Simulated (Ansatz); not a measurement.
# Bi2Te3 and the effect of the dispersion correction

The cell as given:

```cif
data_structure
_symmetry_space_group_name_H-M 'R-3m:H'
_symmetry_Int_Tables_number 166
_cell_length_a 4.3860
_cell_length_b 4.3860
_cell_length_c 30.4970
_cell_angle_alpha 90.000
_cell_angle_beta 90.000
_cell_angle_gamma 120.000
_cell_volume 508.07
loop_
_atom_site_label
_atom_site_type_symbol
_atom_site_symmetry_multiplicity
_atom_site_Wyckoff_symbol
_atom_site_fract_x
_atom_site_fract_y
_atom_site_fract_z
_atom_site_occupancy
Bi1 Bi 6 c 0.66667 0.33333 0.93333 1
Te1 Te 6 c 0.00000 0.00000 0.79050 1
Te2 Te 3 a 0.00000 0.00000 0.00000 1
```

Kept alike: task relaxation of cell and atoms; functional PBE; k mesh 7 × 7 × 7; occupations fermi-dirac, width 0.05 eV; no spin polarisation. Program: Ansatz, Ansatz PAW, cutoff 420 eV. The mesh is that of the run's cell of 5 atoms. No spin-orbit coupling.

| dispersion correction | volume (Å³/atom) |
| --- | --- |
| D3(BJ) | 33.667 |
| D3(BJ)-ATM | 33.844 |
| D4 | 33.648 |
| none | 36.500 |

The relaxations keep at least the cell's symmetry (R-3m). Relaxations stop with a little pressure left, so the last digits of a volume or edge aren't settled.

Task: What does the dispersion correction change here?

Result: The volume runs from 33.648 (D4) to 36.500 Å³/atom (none). Against no correction: D3(BJ) -7.8 %; D3(BJ)-ATM -7.3 %; D4 -7.8 %. Dispersion terms mostly attract and so lower the volume; the schemes' coefficients and damping set how far.
